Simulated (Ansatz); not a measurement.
Computed with DFT PBE, scalar-relativistic, plane waves, PAW in Ansatz 0.2.0. Plane waves to 420 eV, a 14×14×4 mesh through Γ for the 6-atom cell and 0.10 eV Gaussian smearing; no spin polarisation.

The zero of energy is the elements' standard structures at the same level; no fitted shifts are applied.

Question: Propose a candidate for a tetragonal metal with formula Al5Cu, with a formation energy near −0.05 eV/atom and about 16 Å³ per atom, in a cell of 6 atoms.

Answer: Al5Cu, space group P4/mmm (No. 123). Al on a site of symmetry 4mm has 12 Al at 2.83–2.88 Å; Al on a site of symmetry 4/mmm is surrounded by 12 Al at 2.83–2.87 Å; Al on a second site of symmetry 4mm is surrounded by 4 Cu at 2.62 Å, 8 Al at 2.83–2.88 Å and 1 Al at 3.39 Å; Cu is surrounded by 8 Al at 2.62 Å and 4 Cu at 2.83 Å.

```
Al Cu
1.0
     2.82855    0.00000    0.00000
     0.00000    2.82855    0.00000
     0.00000    0.00000   11.66236
Al Cu
5 1
Direct
  0.00000 0.00000 0.82347
  0.50000 0.50000 0.00000
  0.00000 0.00000 0.17653
  0.50000 0.50000 0.35480
  0.50000 0.50000 0.64520
  0.00000 0.00000 0.50000
```

| Quantity | Value |
| --- | --- |
| Volume per atom | 15.55 Å³ |
| Density | 3.53 g/cm³ |
| Energy over the elements | −0.05 eV/atom |
| Gap on the 14×14×4 mesh of the 6-atom cell | 0 eV (a metal) |

The cell was found from a structure generator's guess, not taken from experiment. Other answers may fit too; this one was computed.

Symmetry constrained the relaxation, so the result can be a saddle point.
